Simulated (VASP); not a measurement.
# La2O3 (P321) in VASP: settings compared

The runs below take La2O3 through electric field gradients, evGW0 quasiparticle levels, with PBE, LDA.

All numbers are computed with VASP 6.6.1; they aren't measurements. Logs are shortened: lines on timing, memory, paths and dates and some standing lists are left out, and cuts for length are marked.

### Step 1. The structure

Symmetry: P321, No. 150, trigonal system. The conventional cell has a = 6.370 Å, b = 6.370 Å, c = 3.290 Å, α = 90.00°, β = 90.00°, γ = 120.00°. Around La (site symmetry 3) lie 6 O at 2.46 to 2.47 Å. Around O (site symmetry 2) lie 4 La at 2.46 to 2.47 Å.

The cell comes from a database or a generator and needn't be the stable form of this composition.

### Step 2. Electric field gradients, PBE

INCAR

```
SYSTEM = La2O3
PREC = Accurate ; ENCUT = 520
EDIFF = 1E-8 ; ISMEAR = 0
SIGMA = 0.02 ; LREAL = .FALSE.
LASPH = .TRUE. ; NELM = 80
ALGO = Normal ; ISIF = 2
LWAVE = .FALSE. ; LCHARG = .FALSE.
GGA = PE ; LEFG = .TRUE.
```

KPOINTS

```
regular mesh
0
G
  5 5 8
  0 0 0
```

POSCAR

```
La2O3
1.0
    6.3702727145      0.0000000000      0.0000000000
   -3.1851363572      5.5168179998      0.0000000000
    0.0000000000      0.0000000000      3.2898942108
La O
2 3
Direct
    0.6666666667      0.3333333333      0.4981030000
    0.3333333333      0.6666666667      0.5018970000
    0.5046070000      0.0000000000      0.0000000000
    0.0000000000      0.5046070000      0.0000000000
    0.4953930000      0.4953930000      0.0000000000
```

Potentials or basis: VASP PAW PBE potentials, release 64 (La, O).

Command:

```console
$ cat potpaw_PBE.64/La/POTCAR potpaw_PBE.64/O/POTCAR > POTCAR
$ mpirun -np 1 vasp_std > vasp.out
```

OUTCAR:

```text
SYSTEM = La2O3
   PREC = Accurate
   ENCUT = 520
   EDIFF = 1E-8
   ISMEAR = 0
   LREAL = .FALSE.
   LASPH = .TRUE.
   NELM = 80
   ISIF = 2
   GGA = PE

 ion  position               nearest neighbor table
   1  0.667  0.333  0.498-   3 2.46   4 2.46   5 2.46   3 2.47   4 2.47   5 2.47   2 3.68   2 3.68
                             2 3.68
   2  0.333  0.667  0.502-   4 2.46   3 2.46   5 2.46   4 2.47   3 2.47   5 2.47   1 3.68   1 3.68
                             1 3.68
   3  0.505  0.000  0.000-   1 2.46   2 2.46   1 2.47   2 2.47
   4  0.000  0.505  0.000-   2 2.46   1 2.46   2 2.47   1 2.47
   5  0.495  0.495  0.000-   2 2.46   1 2.46   2 2.47   1 2.47

  LATTYP: Found a hexagonal cell.
 ALAT       =     6.3702727145
 C/A-ratio  =     0.5164447989

  Lattice vectors:

 A1 = (   6.3702727145,   0.0000000000,   0.0000000000)
 A2 = (  -3.1851363572,   5.5168179998,   0.0000000000)
 A3 = (   0.0000000000,   0.0000000000,   3.2898942108)

Analysis of symmetry for initial positions (statically):
=====================================================================
 Subroutine PRICEL returns:
 Original cell was already a primitive cell.

 Routine SETGRP: Setting up the symmetry group for a
 hexagonal supercell.

 Subroutine GETGRP returns: Found  6 space group operations
 (whereof  6 operations were pure point group operations)
 out of a pool of 24 trial point group operations.

The static configuration has the point symmetry D_3 .

Analysis of symmetry for dynamics (positions and initial velocities):
=====================================================================
 Subroutine PRICEL returns:
 Original cell was already a primitive cell.

 Routine SETGRP: Setting up the symmetry group for a
 hexagonal supercell.

 Subroutine GETGRP returns: Found  6 space group operations
 (whereof  6 operations were pure point group operations)
 out of a pool of 24 trial point group operations.

The dynamic configuration has the point symmetry D_3 .

 Subroutine INISYM returns: Found  6 space group operations
 (whereof  6 operations are pure point group operations),
[... 145 lines left out ...]
  ext. energy  EPLUGINS =         0.00000000
  ---------------------------------------------------
  free energy    TOTEN  =       -40.77803083 eV

  energy without entropy =      -40.77803083  energy(sigma->0) =      -40.77803083

 E-fermi :   3.2194     XC(G=0):  -8.2052

 val. band max:        3.0887216559   @ k =   0.0000   0.0000   0.5000
 cond. band min:       4.7312002052   @ k =   0.0000   0.0000   0.0000
 fundamental gap:      1.6424785492
 Fermi energy:         3.2194436543

 k-point     1 :       0.0000    0.0000    0.0000
  band No.  band energies     occupation
      1     -27.4609      2.00000
      2     -27.2718      2.00000
      3     -14.2505      2.00000
      4     -14.2505      2.00000
      5     -12.6588      2.00000
      6     -11.0100      2.00000
[... 637 lines left out ...]
     23       7.4563      0.00000
     24       7.5358      0.00000

 [... further k-points ...]
[... 5 lines left out ...]
  --------------------------------------------------------------------------------------
  -------------------------------------------------------------------------------------
  Total       -0.1479206     -0.1479206     -0.3621762     -0.0000000     -0.0000000     -0.0000000
  in kB       -2.0497953     -2.0497953     -5.0188236     -0.0000000     -0.0000000     -0.0000000
  external PRESSURE =      -3.0394714 kB  Pullay stress =       0.0000000 kB

 VOLUME and BASIS-vectors are now :
 -----------------------------------------------------------------------------
  energy-cutoff  :      520.00
  volume of cell :      115.62
      direct lattice vectors                 reciprocal lattice vectors
     6.370272715  0.000000000  0.000000000     0.156979151  0.090631955  0.000000000
    -3.185136357  5.516818000  0.000000000     0.000000000  0.181263910  0.000000000
     0.000000000  0.000000000  3.289894211     0.000000000  0.000000000  0.303961142

 POSITION                                       TOTAL-FORCE (eV/Angst)
 -----------------------------------------------------------------------------------
      3.18514      1.83894      1.63871        -0.000000     -0.000000      0.010105
     -0.00000      3.67788      1.65119        -0.000000      0.000000     -0.010105
      3.21448      0.00000      0.00000        -0.036289      0.000000     -0.000000
     -1.60724      2.78382      0.00000         0.018144     -0.031427     -0.000000
      1.57789      2.73299      0.00000         0.018144      0.031427      0.000000
 -----------------------------------------------------------------------------------
    total drift:                               -0.000001     -0.000001      0.000000

  FREE ENERGIE OF THE ION-ELECTRON SYSTEM (eV)
  ---------------------------------------------------
  free  energy   TOTEN  =       -40.7780308326 eV

  energy  without entropy=      -40.7780308326  energy(sigma->0) =      -40.77803083

 Electric field gradients (V/A^2)
---------------------------------------------------------------------
 ion       V_xx      V_yy      V_zz      V_xy      V_xz      V_yz
---------------------------------------------------------------------
   1      91.670    91.669  -183.339    -0.000    -0.000     0.000
   2      91.670    91.669  -183.339    -0.000    -0.000     0.000
   3      -0.805    -3.437     4.242    -0.001    -0.000    -0.562
   4      -2.778    -1.464     4.242    -1.141     0.486     0.281
   5      -2.778    -1.465     4.242     1.137    -0.486     0.281
---------------------------------------------------------------------

 Electric field gradients after diagonalization (V/A^2)
 (convention: |V_zz| > |V_xx| > |V_yy|)
----------------------------------------------------------------------
 ion       V_xx      V_yy      V_zz     asymmetry (V_yy - V_xx)/ V_zz
----------------------------------------------------------------------
   1      91.670    91.669  -183.339       0.000
   2      91.670    91.669  -183.339       0.000
   3      -3.478    -0.805     4.282       0.624
   4      -3.478    -0.805     4.282       0.624
   5      -3.475    -0.808     4.283       0.623
----------------------------------------------------------------------

           NMR quadrupolar parameters

 Cq : quadrupolar parameter    Cq=e*Q*V_zz/h
 eta: asymmetry parameters     (V_yy - V_xx)/ V_zz
 Q  : nuclear electric quadrupole moment in mb (millibarn)
----------------------------------------------------------------------
 ion       Cq(MHz)       eta       Q (mb)
----------------------------------------------------------------------
   1      -0.443       0.000       1.000
   2      -0.443       0.000       1.000
   3       0.010       0.624       1.000
   4       0.010       0.624       1.000
   5       0.010       0.623       1.000
----------------------------------------------------------------------
```

OSZICAR:

```text
N       E                     dE             d eps       ncg     rms          rms(c)
DAV:   1     0.536936498398E+03    0.53694E+03   -0.16308E+04  1504   0.236E+03
DAV:   2     0.118223986730E+03   -0.41871E+03   -0.41284E+03  2224   0.390E+02
DAV:   3    -0.210538865248E+02   -0.13928E+03   -0.13788E+03  2656   0.238E+02
[... 11 lines left out ...]
DAV:  15    -0.407780304455E+02   -0.46674E-06   -0.38326E-06  2896   0.158E-02    0.125E-03
DAV:  16    -0.407780308097E+02   -0.36417E-06   -0.72052E-07  2632   0.775E-03    0.851E-04
DAV:  17    -0.407780308555E+02   -0.45762E-07   -0.90268E-08  2088   0.282E-03    0.365E-04
DAV:  18    -0.407780308360E+02    0.19433E-07   -0.24277E-08  1592   0.158E-03    0.695E-05
DAV:  19    -0.407780308326E+02    0.33797E-08   -0.52269E-09  1456   0.126E-03
   1 F= -.40778031E+02 E0= -.40778031E+02  d E =-.157799E-22
```

It took 2.5 min on 1 thread of AMD EPYC 7R43 (Zen 3), shared host; peak memory 0.24 GiB.

What came out:

```yaml
Free_energy: -40.7780 eV
Pressure: -0.3 GPa
Largest_force: 0.036 eV/Å
Band_gap_on_the_k_mesh: 1.64 eV, indirect (least direct gap 2.08 eV)
```

Forces in eV/Å, atoms in the order of the input:
```
La   0.000  0.000  0.010
La   0.000  0.000 -0.010
O   -0.036  0.000  0.000
O    0.018 -0.031  0.000
O    0.018  0.031  0.000
```

Levels at points of the mesh, in eV from the valence-band top:
```tsv
k point	band 18	band 19	band 20	band 21	band 22	band 23
(0.00, 0.00, 0.00)	-0.94	-0.63	-0.43	1.64	3.51	4.00
(0.00, 0.00, 0.50)	-1.08	-0.25	0.00	4.28	4.33	4.36
```

Electric field gradients, principal values (V/Å²):
| atom | Vxx | Vyy | Vzz |
| --- | --- | --- | --- |
| 1 La | 91.669 | 91.670 | -183.339 |
| 2 La | 91.669 | 91.670 | -183.339 |
| 3 O | -0.805 | -3.478 | 4.282 |
| 4 O | -0.805 | -3.478 | 4.282 |
| 5 O | -0.808 | -3.475 | 4.283 |

Caveat: spin-orbit coupling is left out, which moves the levels of the heavy elements; an odd mesh through Γ misses points on the zone boundary, where band edges often lie.

### Step 3. EvGW0 quasiparticle levels, LDA

POSCAR is that of step 2.

INCAR.step1

```
  PREC = Accurate
  ENCUT = 500
  EDIFF = 1E-8
  ISMEAR = 0
  SIGMA = 0.01
  LREAL = F
  LASPH = T
  NELM = 100
  ALGO = Normal
  LWAVE = T
  LCHARG = F
  KPAR = 4
```

INCAR.step2

```
  PREC = Accurate
  ENCUT = 500
  EDIFF = 1E-8
  ISMEAR = 0
  SIGMA = 0.01
  LREAL = F
  LASPH = T
  NELM = 1
  ALGO = Exact
  LWAVE = T
  LCHARG = F
  NBANDS = 365
  LOPTICS = T
  ISTART = 1
  KPAR = 4
```

INCAR.step3

```
  PREC = Accurate
  ENCUT = 500
  EDIFF = 1E-8
  ISMEAR = 0
  SIGMA = 0.01
  LREAL = F
  LASPH = T
  ALGO = EVGW0
  LWAVE = F
  LCHARG = F
  NELMGW = 4
  NBANDS = 365
  ENCUTGW = 120
  NOMEGA = 50
  PRECFOCK = Fast
  ISTART = 1
  NBANDSGW = 28
  KPAR = 4
```

KPOINTS

```
regular mesh
0
Gamma
  2 2 4
```

Potentials or basis: VASP PAW LDA potentials, release 64 (La_GW, O_GW).

Command:

```console
$ cat potpaw_LDA.64/La_GW/POTCAR potpaw_LDA.64/O_GW/POTCAR > POTCAR
$ cp INCAR.step1 INCAR
$ mpirun -np 4 vasp_std > vasp.out
$ cp INCAR.step2 INCAR
$ mpirun -np 4 vasp_std > vasp.out
$ cp INCAR.step3 INCAR
$ mpirun -np 4 vasp_std > vasp.out
```

OUTCAR:

```text
PREC = Accurate
   ENCUT = 500
   EDIFF = 1E-8
   ISMEAR = 0
   LREAL = F
   LASPH = T
   NELMGW = 4
   ENCUTGW = 120
   PRECFOCK = Fast
   ISTART = 1

 ion  position               nearest neighbor table
   1  0.667  0.333  0.498-   3 2.46   4 2.46   5 2.46   3 2.47   4 2.47   5 2.47
   2  0.333  0.667  0.502-   4 2.46   3 2.46   5 2.46   4 2.47   3 2.47   5 2.47
   3  0.505  0.000  0.000-   1 2.46   2 2.46   1 2.47   2 2.47
   4  0.000  0.505  0.000-   2 2.46   1 2.46   2 2.47   1 2.47
   5  0.495  0.495  0.000-   2 2.46   1 2.46   2 2.47   1 2.47

  LATTYP: Found a hexagonal cell.
 ALAT       =     6.3702727145
 C/A-ratio  =     0.5164447989

[... 155 lines left out ...]
   IVDW    =     0    specifies the selected vdW correction
   LEPSILON=     F    determine dielectric tensor
   LRPA    =     F    only Hartree local field effects (RPA)
   LRPAFORCE           =     F    calculate RPA forces
   ENCUTGW             = 120.0    cutoff for response function in eV
   ENCUTGWSOFT         =  96.0    soft cutoff for Coulomb kernel in GW response function in eV
   ENCUTLF             =  -1.0    cutoff for local field effects
   NELMGW              =     4    number of iterations in solving QP/BSE equation
   NELMHF              =     1    number of iterations in the inner HF iteration
   NKREDLFX            =     1    NKREDLFY  =   1   NKREDLFZ  =   1
 non-spin polarized calculation
 Gauss-broadening in eV      SIGMA  =   0.01
  energy-cutoff  :      500.00
  volume of cell :      115.62
 maximum number of plane-waves:      2964
 NGX is ok and might be reduce to    48
  NGX = 28; NGY = 28; NGZ = 14
   NGX = 23   NGY = 23   NGZ = 11
 maximum number of plane-waves:       365
 NGX is ok and might be reduce to    28

 QP shifts <psi_nk| G(iteration)W_0 |psi_nk>: iteration 1
 for sc-GW calculations column KS-energies equals QP-energies in previous step
 and V_xc(KS)=  KS-energies - (<T + V_ion + V_H > + <T+V_H+V_ion>^1  + <V_x>^1)

 k-point   1 :       0.0000    0.0000    0.0000
  band No.  KS-energies  QP-energies   sigma(KS)   V_xc(KS)     V^pw_x(r,r')   Z            occupation Imag(sigma)

      1     -27.1415     -27.7476     -17.2268     -16.2593     -26.2953       0.6265       2.0000       1.4469
      2     -26.9482     -27.5628     -17.3514     -16.3506     -26.2529       0.6141       2.0000       1.3003
      3     -13.8788     -14.9955     -18.8842     -17.0947     -27.2584       0.6240       2.0000       0.8909
      4     -13.8788     -14.9955     -18.8842     -17.0947     -27.2584       0.6240       2.0000       0.8909
      5     -12.1928     -13.7183     -21.5415     -19.1860     -30.5585       0.6476       2.0000       0.9156
      6     -10.7226     -11.8014     -16.6245     -15.1700     -20.9416       0.7417       2.0000       0.5454
[... 762 lines left out ...]
     27      12.8592      12.8976     -10.4552      23.3711      -2.1152       0.6773       0.0000      -0.7337
     28      13.1483      13.1857     -11.0228      24.2261      -2.1569       0.6796       0.0000      -0.9736
```

OUTCAR.step1:

```text
PREC = Accurate
   ENCUT = 500
   EDIFF = 1E-8
   ISMEAR = 0
   LREAL = F
[... 374 lines left out ...]
     -0.00000      3.67788      1.65119         0.000000      0.000000     -0.008214
      3.21448      0.00000      0.00000        -0.050206      0.000000     -0.000000
     -1.60724      2.78382      0.00000         0.025103     -0.043480     -0.000000
      1.57789      2.73299      0.00000         0.025103      0.043480      0.000000
 -----------------------------------------------------------------------------------
    total drift:                               -0.000001     -0.000001      0.000000

  FREE ENERGIE OF THE ION-ELECTRON SYSTEM (eV)
  ---------------------------------------------------
  free  energy   TOTEN  =       -43.9416046952 eV

  energy  without entropy=      -43.9416046952  energy(sigma->0) =      -43.94160470
```

Wall time 13 min (4 MPI ranks of Intel Xeon Platinum 8488C (Sapphire Rapids), shared host); peak memory 1.6 GiB.

What came out:

```yaml
Band_gap_on_the_k_mesh_mean-field_level: 1.48 eV, indirect (least direct gap 1.94 eV)
Quasiparticle_gap: 3.11 eV
Least_direct_quasiparticle_gap: 3.53 eV
```

Quasiparticle gap after each update of the energies (eV): 2.77, 3.05, 3.10, 3.11

Caveat: the k mesh is coarse (spacing up to 0.57 Å⁻¹), so the values aren't converged; the cutoff is under 1.25 times the usual one of these potentials, so pressure, stress and relaxed cells hold a basis-set (Pulay) error; bands, screening cutoff and mesh are small and nothing is extrapolated, so the quasiparticle values aren't converged; spin-orbit coupling is left out, which moves the levels of the heavy elements.

### Step 4. For comparison

An earlier run on the cell as given: functional PBE; potentials or basis VASP PAW PBE potentials, release 64 (La, O); cutoff 520 eV; k mesh 5 × 5 × 8; occupations fermi-dirac, width 0.05 eV; no spin polarisation.

* Pressure: -0.3 GPa
* Largest force: 0.036 eV/Å
* Band gap on the k mesh: 1.64 eV, indirect (least direct gap 2.08 eV)

### Step 5. The runs side by side

```tsv
task	level	potentials or basis	k mesh	cutoff (eV)	smearing	ladder	GW scheme	GW iterations	cutoff of the response function	frequency points	mesh quality	gap on the mesh (eV)	pressure (GPa)	largest force (eV/Å)
electric field gradients	PBE	VASP PAW PBE potentials, release 64 (La, O)	5 × 5 × 8	520	gaussian 0.02 eV	-	-	-	-	-	not flagged	1.64	-0.3	0.04
evGW0 quasiparticle levels	LDA	VASP PAW LDA potentials, release 64 (La_GW, O_GW)	2 × 2 × 4	500	gaussian 0.01 eV	free	evGW0	4	120	50	coarse	-	-	-
single point	PBE	VASP PAW PBE potentials, release 64 (La, O)	5 × 5 × 8	520	fermi-dirac 0.05 eV	-	-	-	-	-	not flagged	1.64	-0.3	0.04
```

Alike in all rows: no spin polarisation; cell as given.

Caveats: some runs use coarse meshes; spin-orbit coupling is left out, which moves the levels of the heavy elements; an odd mesh through Γ misses points on the zone boundary, where band edges often lie (some runs); the cutoff is under 1.25 times the usual one of these potentials, so pressure, stress and relaxed cells hold a basis-set (Pulay) error (some runs); bands, screening cutoff and mesh are small and nothing is extrapolated, so the quasiparticle values aren't converged (some runs).

Absolute energies hang on the potentials; compare differences alone.
